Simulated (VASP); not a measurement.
ClCs: single point with TPSS+TS

Molecule: ClCs, in a box.

```
CELL_PARAMETERS angstrom
9.00000 0.00000 0.00000
0.00000 9.00000 0.00000
0.00000 0.00000 12.00000
ATOMIC_POSITIONS crystal
Cl 0.50144 0.50233 0.38174
Cs 0.50144 0.50233 0.62393
```

```
Program             : VASP 6.6.1
Task                : single point
Functional          : TPSS
Dispersion          : TS
Potentials or basis : VASP PAW PBE potentials, release 64 (Cl, Cs_sv)
Cutoff              : 520 eV
k mesh              : 1 × 1 × 1
Occupations         : gaussian, width 0.01 eV
Spin                : no spin polarisation
```

The largest force is 0.236 eV/Å and the gap between the frontier levels is 3.36 eV. The hirshfeld charges are Cl -0.61; Cs +0.61 e and the dispersion energy per atom is -0.029 eV.

Forces on the atoms (eV/Å):
```
Cl   0.000  0.000 -0.236
Cs   0.000  0.000  0.236
```

Levels at points of the mesh, in eV from the valence-band top:
```tsv
k point	band 4	band 5	band 6	band 7	band 8	band 9	band 10	band 11	band 12	band 13
(0.00, 0.00, 0.00)	-8.53	-8.20	-0.08	0.00	0.00	3.36	4.83	4.83	5.11	5.11
```

Wall time 4.1 min on 1 thread of Intel(R) Xeon(R) Platinum 8488C (Sapphire Rapids), with other jobs on the host, peak memory 0.91 GiB.

Caveat: the PAW data sets were made with another functional, which shifts forces and pressure a little; spin-orbit coupling is left out, which moves the levels of the heavy elements. TPSS opens gaps a little over a GGA but as a rule still falls short of measured ones.
